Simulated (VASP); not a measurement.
Runs of VASP 6.6.1 on Mg. Symmetry: Im-3m, No. 229, cubic system. The conventional cell has a = 3.546 Å, b = 3.546 Å, c = 3.546 Å, α = 90.00°, β = 90.00°, γ = 90.00°. Around Mg (site symmetry m-3m) lie 8 Mg at 3.07 Å. This isn't the form of Mg at room conditions, which is hcp.

```tsv
task	level	potentials or basis	spin	cell	cutoff (eV)	smearing	gap on the mesh (eV)	pressure (GPa)
relaxation of cell and atoms	vdW-DF	VASP PAW PBE potentials, release 64 (Mg)	off	relaxed from: cell strained at random at fixed volume	580	methfessel-paxton 0.1 eV	none	0.0
electron localisation function	PBE+D3	VASP PAW PBE potentials, release 64 (Mg)	collinear, random start	volume scaled by 1.04	500	fermi-dirac 0.05 eV	none	(a)
electron localisation function	LAK	VASP PAW PBE potentials, release 64 (Mg)	off	as given	520	fermi-dirac 0.05 eV	none	-0.1
single point	LDA	VASP PAW LDA potentials, release 54 (Mg)	off	as given	520	gaussian 0.02 eV	none	-1.6
```

Alike in all rows: k mesh 11 × 11 × 11.

Problem. Estimate the missing entries.

Solution. (a) -1.5.

Caveats: the PAW data sets were made with another functional, which shifts forces and pressure a little (some runs); pairwise dispersion overbinds metals, which lowers pressure and volume (some runs).

A gap of «none» marks a metal or a gap under the smearing width.
